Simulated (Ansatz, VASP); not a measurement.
## Two plane-wave programs on CaO

File INCAR:

```
SYSTEM = CaO
PREC     = Accurate       ! precision mode
ENCUT    = 520            ! plane-wave cutoff, eV
EDIFF    = 1E-6           ! SCF threshold, eV
ISMEAR   = 0              ! smearing method
SIGMA    = 0.05           ! smearing width, eV
LREAL    = .FALSE.        ! projectors in reciprocal space
LASPH    = .TRUE.         ! aspherical terms in the spheres
NELM     = 60             ! most SCF steps
ALGO     = Normal         ! electronic algorithm
ISIF     = 2              ! what is computed and relaxed
LWAVE    = .FALSE.        ! write WAVECAR
LCHARG   = .FALSE.        ! write CHGCAR
NBANDS   = 15             ! bands
```

Contents of KPOINTS:

```
regular mesh
0
G
  8 8 8
  0 0 0
```

Contents of POSCAR:

```
CaO
1.0
    0.0000000000      2.4122650000      2.4857350000
    2.4122650000      0.0000000000      2.4857350000
    2.4122650000      2.4122650000      0.0000000000
Ca O
1 1
Direct
    0.0000000000      0.0000000000      0.0000000000
    0.5000000000      0.5000000000      0.5000000000
```

Input for Ansatz:

```yaml
crystal:
  lattice:
    - [0.0, 2.412265, 2.485735]
    - [2.412265, 0.0, 2.485735]
    - [2.412265, 2.412265, 0.0]
  atoms:
    - { symbol: Ca, position: [0.0, 0.0, 0.0] }
    - { symbol: O, position: [0.5, 0.5, 0.5] }
basis:
  ecutwfc: 420
kpoints:
  mp_grid: { grid: [8, 8, 8] }
hamiltonian:
  xc: lda
scf:
  occupations: { method: gaussian, width: 0.05 }
output:
  forces: true
  stress: true
  eigenvalues: true
```

Change from the starting cell: strain -0.015 along x and y, +0.015 along z, atoms carried along.

Alike in both runs: task single point; functional LDA; k mesh 8 × 8 × 8; occupations gaussian, width 0.05 eV; no spin polarisation.

```csv
,VASP,Ansatz
version,VASP 6.6.1,Ansatz 0.2.0
potentials or method,"VASP PAW LDA potentials, release 64 (Ca_sv, O)","scalar-relativistic, plane waves, PAW"
plane-wave cutoff (eV),520,420
valence electrons in the cell,16,16
```

VASP gave:

```
gap on the k mesh at the Fermi level (eV)       : 3.43
least direct gap on the mesh (eV)               : 3.83
pressure (GPa)                                  : -9.8
largest component of the traceless stress (GPa) : 2.07
```

Q: What did Ansatz give for the same quantities?

A: gap on the k mesh at the Fermi level (eV): 3.46; least direct gap on the mesh (eV): 3.86; pressure (GPa): -10.4; largest component of the traceless stress (GPa): 1.94.

A k mesh can miss the band edges.
